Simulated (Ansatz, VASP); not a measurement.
# One calculation of Sn, two programs

INCAR

```
PREC = Accurate
ENCUT = 520
EDIFF = 1E-6
ISMEAR = -1
SIGMA = 0.05
LREAL = F
LASPH = T
NELM = 80
ALGO = Normal
ISIF = 2
LWAVE = F
LCHARG = F
GGA = PS
NBANDS = 13
```

KPOINTS

```
Automatic mesh
0
Gamma
  11 11 11
```

File POSCAR:

```
Sn
1.0
   -1.7492592239      1.7989121400      2.3691131866
    1.7492592239     -1.7989121400      2.3691131866
    1.7492592239      1.7989121400     -2.3691131866
Sn
1
Direct
    0.0000000000      0.0000000000      0.0000000000
```

The input input.yaml:

```yaml
crystal:
  lattice:
    - [-1.7492592239, 1.79891214, 2.3691131866]
    - [1.7492592239, -1.79891214, 2.3691131866]
    - [1.7492592239, 1.79891214, -2.3691131866]
  atoms:
    - { symbol: Sn, position: [0.0, 0.0, 0.0] }
hamiltonian:
  xc: pbesol
  pseudopotentials: { kind: paw }
kpoints:
  mp_grid: { grid: [11, 11, 11] }
scf:
  occupations: { method: fermi_dirac, width: 0.05 }
output:
  forces: true
  stress: true
  eigenvalues: true
```

This isn't the form of Sn at room conditions, which is tetragonal (white tin).

Alike in both runs: task single point; functional PBEsol; k mesh 11 × 11 × 11; occupations fermi-dirac, width 0.05 eV; no spin polarisation.

|  | VASP | Ansatz |
| --- | --- | --- |
| version | VASP 6.6.1 | Ansatz 0.2.0 |
| potentials or method | VASP PAW PBE potentials, release 64 (Sn_d) | Ansatz PAW |
| plane-wave cutoff (eV) | 520 | 420 |
| valence electrons in the cell | 14 | 14 |

|  | VASP | Ansatz | Ansatz less VASP |
| --- | --- | --- | --- |
| gap on the k mesh at the Fermi level (eV) | none | none | - |
| pressure (GPa) | -5.0 | -5.0 | +0.04 |
| largest component of the traceless stress (GPa) | 0.96 | 0.96 | +0.002 |

A gap of «none» marks a metal or a gap that the smearing closes.

Caveats: the PAW data sets were made with another functional, which shifts forces and pressure a little (VASP); the PAW data sets come from PBE, with cores solved anew for the run's functional, which leaves a small shift of forces and pressure (Ansatz).
